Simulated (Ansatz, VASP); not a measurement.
## Two plane-wave programs on SiO2

INCAR

```
SYSTEM = SiO2
PREC = Accurate
ENCUT = 520
EDIFF = 1E-7
ISMEAR = -1
SIGMA = 0.02
LREAL = .False.
LASPH = .True.
NELM = 100
ALGO = Normal
ISIF = 2
LWAVE = .False.
LCHARG = .True.
GGA = PE
LELF = .True.
LVHAR = .True.
NBANDS = 25
```

File KPOINTS:

```
regular mesh
0
Gamma
  10 10 4
  0 0 0
```

File POSCAR:

```
SiO2
1.0
    2.8254082387      0.0000000000      0.0000000000
    0.0000000000      2.8254082387      0.0000000000
    0.0000000000      0.0000000000      8.1888873168
Si O
2 4
Direct
    0.5000000000      0.5000000000      0.5000000000
    0.0000000000      0.0000000000      0.0000000000
    0.0000000000      0.5000000000      0.6020425943
    0.5000000000      0.0000000000      0.8979574057
    0.5000000000      0.0000000000      0.3979574057
    0.0000000000      0.5000000000      0.1020425943
```

Input for Ansatz:

```yaml
crystal:
  lattice:
    - [2.8254082387, 0.0, 0.0]
    - [0.0, 2.8254082387, 0.0]
    - [0.0, 0.0, 8.1888873168]
  atoms:
    - { symbol: Si, position: [0.5, 0.5, 0.5] }
    - { symbol: Si, position: [0.0, 0.0, 0.0] }
    - { symbol: O, position: [0.0, 0.5, 0.6020425943] }
    - { symbol: O, position: [0.5, 0.0, 0.8979574057] }
    - { symbol: O, position: [0.5, 0.0, 0.3979574057] }
    - { symbol: O, position: [0.0, 0.5, 0.1020425943] }
kpoints:
  mp_grid: { grid: [10, 10, 4] }
  band_path:
    path:
      - [[0.0, 0.0, 0.0], [9.717723410061e-52, 0.5, 0.0], [0.5, 0.5, 0.0], [0.0, 0.0, 0.0], [0.0, 0.0, 0.5], [9.717723410061e-52, 0.5, 0.5], [0.5, 0.5, 0.5], [0.0, 0.0, 0.5]]
      - [[9.717723410061e-52, 0.5, 0.0], [9.717723410061e-52, 0.5, 0.5]]
      - [[0.5, 0.5, 0.0], [0.5, 0.5, 0.5]]
    npoints: 10
hamiltonian:
  xc: pbe
scf:
  occupations: { method: fermi_dirac, width: 0.02 }
  n_extra_bands: 5
output:
  forces: true
  stress: true
  eigenvalues: true
  write_density: true
  write_potential: true
  elf: true
  volumetric_format: npy
```

The cell was built by a generator and needn't be a form met in nature.

Alike in both runs: task single point; functional PBE; k mesh 10 × 10 × 4; occupations fermi-dirac, width 0.02 eV; no spin polarisation.

```csv
,VASP,Ansatz
version,VASP 6.6.1,Ansatz 0.2.0
potentials or method,"VASP PAW PBE potentials, release 64 (Si, O)","plane waves, PAW"
plane-wave cutoff (eV),520,420
valence electrons in the cell,32,32
```

VASP gave:

| Item | Value |
| --- | --- |
| gap on the k mesh at the Fermi level (eV) | 5.20 |
| pressure (GPa) | 6.9 |
| largest component of the traceless stress (GPa) | 0.84 |
| rms of the force components (eV/Å) | 0.221 |

**Question.** Which values does Ansatz return?

**Answer.** gap on the k mesh at the Fermi level (eV): 5.20; pressure (GPa): 6.5; largest component of the traceless stress (GPa): 0.39; rms of the force components (eV/Å): 0.210.

Atom by atom the forces differ by 0.010 eV/Å (rms over components).

A k mesh can miss the band edges. As with any semilocal functional, this PBE gap is likely too small.
